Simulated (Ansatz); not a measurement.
# TiO2: the cost of one run

Program: Ansatz 0.2.0. Level of theory: DFT PBE, scalar-relativistic, plane waves, PAW. These are calculated values, not measurements.

2 further runs of the same task are left out: 1 that didn't finish, 1 set aside as unsound or not needed.

## 1. Starting point

The structure is tetragonal, space group I4_1/amd (No. 141). Conventional cell: a = 3.799 Å, b = 3.799 Å, c = 9.697 Å, α = 90.00°, β = 90.00°, γ = 90.00°. Around Ti (site symmetry -4m2) lie 6 O at 1.95 to 2.00 Å. O (site symmetry 2mm) has 3 Ti at 1.95 to 2.00 Å as nearest neighbours.

Structure file:

```cif
data_structure
_symmetry_space_group_name_H-M 'P 1'
_symmetry_Int_Tables_number 1
_cell_length_a 5.5430
_cell_length_b 5.5430
_cell_length_c 5.5430
_cell_angle_alpha 139.917
_cell_angle_beta 139.917
_cell_angle_gamma 57.980
_cell_volume 69.98
loop_
_atom_site_label
_atom_site_type_symbol
_atom_site_fract_x
_atom_site_fract_y
_atom_site_fract_z
_atom_site_occupancy
Ti1 Ti 0.00000 0.00000 0.00000 1
Ti2 Ti 0.75000 0.25000 0.50000 1
O1 O 0.20649 0.20649 0.00000 1
O2 O 0.95649 0.45649 0.50000 1
O3 O 0.54351 0.04351 0.50000 1
O4 O 0.79351 0.79351 0.00000 1
```

This cell was relaxed beforehand with the same method: volume 11.66 Å³/atom, gap on the mesh 2.13 eV.

## 2. Bands, states and charges

Contents of input.yaml:

```yaml
crystal:
  lattice:
    - [-1.8996082674, 1.8996082674, 4.8485069703]
    - [1.8996082674, -1.8996082674, 4.8485069703]
    - [1.8996082674, 1.8996082674, -4.8485069703]
  atoms:
    - { symbol: Ti, position: [0.0, 0.0, 0.0] }
    - { symbol: Ti, position: [0.75, 0.25, 0.5] }
    - { symbol: O, position: [0.2064947456, 0.2064947456, 0.0] }
    - { symbol: O, position: [0.9564947456, 0.4564947456, 0.5] }
    - { symbol: O, position: [0.5435052544, 0.0435052544, 0.5] }
    - { symbol: O, position: [0.7935052544, 0.7935052544, 0.0] }
basis:
  ecutwfc: 420
kpoints:
  mp_grid: { grid: [10, 10, 10] }
  band_path:
    path:
      - [[0.0, 0.0, 0.0], [0.0, 0.0, 0.5], [0.25, 0.25, 0.25], [0.0, 0.5, 0.0], [0.0, 0.0, 0.0], [0.5, 0.5, -0.5], [0.28837532, 0.71162468, -0.28837532]]
      - [[-0.28837532, 0.28837532, 0.28837532], [0.0, 0.0, 0.0]]
      - [[0.0, 0.0, 0.5], [-0.07675065, 0.07675065, 0.5]]
      - [[0.5, 0.5, -0.07675065], [0.5, 0.5, -0.5]]
    npoints: 14
hamiltonian:
  xc: pbe
scf:
  occupations: { method: gaussian, width: 0.02 }
  n_extra_bands: 15
output:
  forces: true
  stress: true
  eigenvalues: true
  populations: true
  dos: { projected: true, de: 0.02, nscf_kmesh: { grid: [15, 15, 15] } }
  bader: true
  write_density: true
  write_potential: true
  elf: true
  volumetric_format: npy
```

Run with:

```
> ansatz run input.yaml --threads 2 --pin off --max-ram 5120MiB --backend cpu --events-out ev --progress --plain --runs-dir out
```

Q: Estimate wall time and peak memory on 2 threads of Intel Xeon 6975P-C (Granite Rapids), shared host.

About 30 s, with a peak of 0.72 GiB.
